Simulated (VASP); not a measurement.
Set up this calculation in VASP 6.6.1, as an ASE script.

* Task: equation of state
* Functional: r2SCAN
* Potentials or basis: VASP PAW PBE potentials, release 64 (O, Co)
* Cutoff: 520 eV
* k mesh: 11 × 11 × 11
* Occupations: fermi-dirac, width 0.02 eV
* Spin: collinear spin, ferromagnetic start
* Starting moments: [0.0, 2.0] μB
* Hubbard terms: Co d U = 1 eV
* Further INCAR settings: ALGO = Normal; EDIFF = 1.00e-06

The structure of CoO lies in CoO.cif:

```cif
data_CoO
_cell_length_a 3.01093909
_cell_length_b 3.01093909
_cell_length_c 7.31978072
_cell_angle_alpha 90.00000000
_cell_angle_beta 90.00000000
_cell_angle_gamma 120.00000000
_space_group_name_H-M_alt 'R-3m'
_space_group_name_Hall '-R 3 2"'
_space_group_IT_number 166
loop_
_space_group_symop_operation_xyz
'x,y,z'
'-x,-y,-z'
'-y,x-y,z'
'y,-x+y,-z'
'-x+y,-x,z'
'x-y,x,-z'
'y,x,-z'
'-y,-x,z'
'x-y,-y,-z'
'-x+y,y,z'
'-x,-x+y,-z'
'x,x-y,z'
'x+2/3,y+1/3,z+1/3'
'-x+2/3,-y+1/3,-z+1/3'
'-y+2/3,x-y+1/3,z+1/3'
'y+2/3,-x+y+1/3,-z+1/3'
'-x+y+2/3,-x+1/3,z+1/3'
'x-y+2/3,x+1/3,-z+1/3'
'y+2/3,x+1/3,-z+1/3'
'-y+2/3,-x+1/3,z+1/3'
'x-y+2/3,-y+1/3,-z+1/3'
'-x+y+2/3,y+1/3,z+1/3'
'-x+2/3,-x+y+1/3,-z+1/3'
'x+2/3,x-y+1/3,z+1/3'
'x+1/3,y+2/3,z+2/3'
'-x+1/3,-y+2/3,-z+2/3'
'-y+1/3,x-y+2/3,z+2/3'
'y+1/3,-x+y+2/3,-z+2/3'
'-x+y+1/3,-x+2/3,z+2/3'
'x-y+1/3,x+2/3,-z+2/3'
'y+1/3,x+2/3,-z+2/3'
'-y+1/3,-x+2/3,z+2/3'
'x-y+1/3,-y+2/3,-z+2/3'
'-x+y+1/3,y+2/3,z+2/3'
'-x+1/3,-x+y+2/3,-z+2/3'
'x+1/3,x-y+2/3,z+2/3'
loop_
_atom_site_label
_atom_site_type_symbol
_atom_site_symmetry_multiplicity
_atom_site_Wyckoff_symbol
_atom_site_fract_x
_atom_site_fract_y
_atom_site_fract_z
_atom_site_occupancy
Co1 Co 3 a 0.0000000000 0.0000000000 0.0000000000 1
O1 O 3 b 0.3333333333 0.6666666667 0.1666666667 1
```

The cell is a database's computed one.

These files were run (other wordings do the same):

run.py

```python
from ase.calculators.vasp import Vasp
from ase.eos import EquationOfState
from ase.io import Trajectory
from ase.io import read
from ase.units import GPa

atoms = read('CoO.cif', primitive_cell=True, subtrans_included=False)
atoms.set_initial_magnetic_moments([0.0, 2.0])
calc = Vasp(
    directory='calc',
    xc='r2scan',
    pp='PBE',
    setups='recommended',
    prec='Accurate',
    encut=520,
    ediff=1e-06,
    ismear=-1,
    sigma=0.02,
    lreal=False,
    lasph=True,
    nelm=150,
    algo='Normal',
    isif=2,
    lwave=False,
    lcharg=False,
    ispin=2,
    lorbit=11,
    lmaxmix=4,
    ldautype=2,
    ldauprint=1,
    lmixtau=True,
    ldau_luj={'Co': {'L': 2, 'U': 1, 'J': 0}},
    kpts=[11, 11, 11],
    gamma=True,
)
atoms.calc = calc
cell = atoms.cell.copy()
volumes, energies = [], []
traj = Trajectory('eos.traj', 'w')
for x in [0.94, 0.96, 0.98, 1.0, 1.02, 1.04, 1.06]:
    atoms.set_cell(cell * x ** (1 / 3), scale_atoms=True)
    volumes.append(atoms.get_volume())
    energies.append(atoms.get_potential_energy())
    traj.write(atoms)
    print(f'{x:5.2f} {volumes[-1]:12.5f} {energies[-1]:14.6f}')

v0, e0, B = EquationOfState(volumes, energies, eos='sj').fit()
print(f'V0 = {v0:.4f} A^3, E0 = {e0:.6f} eV, B = {B / GPa:.2f} GPa')
```

Potentials or basis: VASP PAW PBE potentials, release 64 (O, Co).

Run with:

```bash
$ python run.py
```

It gave:

* Equilibrium volume: 9.42 Å³/atom
* Bulk modulus at fixed shape and positions: 210 GPa
* Pressure derivative of the bulk modulus: 4.4

Caveat: the cell was scaled at fixed shape and fractional positions, which overstates the stiffness of a crystal with free parameters, most of all of layers and chains; the PAW data sets were made with another functional, which shifts forces and pressure a little.

It took 28 min on 1 thread of AMD EPYC 9R45 (Zen 5), on a shared host, peak memory 0.17 GiB.
